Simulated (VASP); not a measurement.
Write the native input for VASP 6.6.1 that does the following.

| Quantity | Value |
| --- | --- |
| Task | density of states |
| Functional | LDA |
| Potentials or basis | VASP PAW LDA potentials, release 64 (Al) |
| Cutoff | 350 eV |
| k mesh | 10 × 10 × 10 |
| Occupations | gaussian, width 0.1 eV |
| Spin | no spin polarisation |
| k mesh for the DOS | 15 × 15 × 15 |
| Occupations for the DOS | tetrahedron |
| Further INCAR settings | ALGO = Normal; EDIFF = 1e-07; NBANDS = 8 |

The system is Al.

```xyz
1
Lattice="0.0000 1.9896 1.9896 1.9896 0.0000 1.9896 1.9896 1.9896 0.0000" Properties=species:S:1:pos:R:3 pbc="T T T"
Al    0.0000    0.0000    0.0000
```

One way to write it, as run:

POSCAR

```
Al                                      
1.0
    0.0000000000      1.9896472619      1.9896472619
    1.9896472619      0.0000000000      1.9896472619
    1.9896472619      1.9896472619      0.0000000000
  Al            
     1
Direct
     0.0000000000000000    0.0000000000000000    0.0000000000000000
```

INCAR.step1

```
ALGO     = Normal         # electronic algorithm
EDIFF    = 1E-7           # SCF threshold, eV
ENCUT    = 350            # plane-wave cutoff, eV
GGA      = CA             # functional
ISIF     = 2              # what is computed and relaxed
ISMEAR   = 0              # smearing method
LASPH    = True           # aspherical terms in the spheres
LCHARG   = True           # write CHGCAR
LREAL    = False          # projectors in reciprocal space
LWAVE    = False          # write WAVECAR
NBANDS   = 8              # bands
NELM     = 100            # most SCF steps
PREC     = Accurate       # precision mode
SIGMA    = 0.1            # smearing width, eV
```

KPOINTS.step1

```
k-points
0
Gamma
  10 10 10
```

INCAR.step2

```
ALGO     = Normal         # electronic algorithm
EDIFF    = 1E-7           # SCF threshold, eV
ENCUT    = 350            # plane-wave cutoff, eV
GGA      = CA             # functional
ICHARG   = 11             # starting density
ISIF     = 2              # what is computed and relaxed
ISMEAR   = -5             # smearing method
LASPH    = True           # aspherical terms in the spheres
LCHARG   = False          # write CHGCAR
LORBIT   = 10             # projections on sites
LREAL    = False          # projectors in reciprocal space
LWAVE    = False          # write WAVECAR
NBANDS   = 8              # bands
NEDOS    = 1001           # points of the DOS
NELM     = 100            # most SCF steps
PREC     = Accurate       # precision mode
SIGMA    = 0.1            # smearing width, eV
```

KPOINTS.step2

```
k-points
0
Gamma
  15 15 15
```

Potentials or basis: VASP PAW LDA potentials, release 64 (Al).

Command:

```console
$ cat potpaw_LDA.64/Al/POTCAR > POTCAR
$ cp INCAR.step1 INCAR
$ cp KPOINTS.step1 KPOINTS
$ mpirun -np 1 vasp_std > vasp.out
$ cp INCAR.step2 INCAR
$ cp KPOINTS.step2 KPOINTS
$ mpirun -np 1 vasp_std > vasp.out
```

It gave:

| Item | Value |
| --- | --- |
| Valence electrons inside the program's atomic spheres | Al 0.80 |

Wall time 21 s on 1 thread of AMD EPYC 7R43 64-Core Processor (Zen 3), on a shared host, peak memory 0.08 GiB.
